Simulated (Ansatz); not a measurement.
# SrO: the cost of one run

Program: Ansatz 0.2.0. Level of theory: DFT PBEsol, scalar-relativistic. These are calculated values, not measurements.

## Step 1: The starting structure

Symmetry: Fm-3m, No. 225, cubic system. The conventional cell has a = 5.140 Å, b = 5.140 Å, c = 5.140 Å, α = 90.00°, β = 90.00°, γ = 90.00°. Around Sr (site symmetry m-3m) lie 6 O at 2.57 Å. Around O (site symmetry m-3m) lie 6 Sr at 2.57 Å.

Coordinates:

```
CELL_PARAMETERS angstrom
0.00000 2.56980 2.56980
2.56980 0.00000 2.56980
2.56980 2.56980 0.00000
ATOMIC_POSITIONS crystal
Sr 0.00000 0.00000 0.00000
O 0.50000 0.50000 0.50000
```

Structure: COD 1100027, as refined from experiment and not relaxed.

Atoms are numbered in the order of the input: Sr1, O2.

## Step 2: All-electron LAPW

Contents of input.yaml:

```yaml
crystal:
  lattice:
    - [0.0, 2.5698, 2.5698]
    - [2.5698, 0.0, 2.5698]
    - [2.5698, 2.5698, 0.0]
  atoms:
    - { symbol: Sr, position: [0.0, 0.0, 0.0] }
    - { symbol: O, position: [0.5, 0.5, 0.5] }
kpoints:
  mp_grid: { grid: [8, 8, 8] }
  band_path:
    path:
      - [0.0, 0.0, 0.0]
      - [0.5, 0.0, 0.5]
      - [0.625, 0.25, 0.625]
      - [0.375, 0.375, 0.75]
      - [0.0, 0.0, 0.0]
      - [0.5, 0.5, 0.5]
      - [0.5, 0.25, 0.75]
      - [0.5, 0.0, 0.5]
    npoints: 14
scf:
  occupations: { method: fermi_dirac, width: 0.03 }
hamiltonian:
  xc: pbesol
  pseudopotentials: { kind: all_electron, lapw: { basis_error: 0.0005 } }
output:
  forces: true
  stress: true
  eigenvalues: true
  populations: true
  dos: { projected: true, de: 0.2, e_range: [-14, 8] }
```

On the command line:

```bash
ansatz run input.yaml --threads 1 --pin off --max-ram 3072MiB --backend cpu --events-out ev --progress --plain --runs-dir out
```

What time and memory should one allow on 1 thread of Intel Xeon Platinum 8488C (Sapphire Rapids), shared host?

About 7.4 s, with a peak of 0.3 GiB.
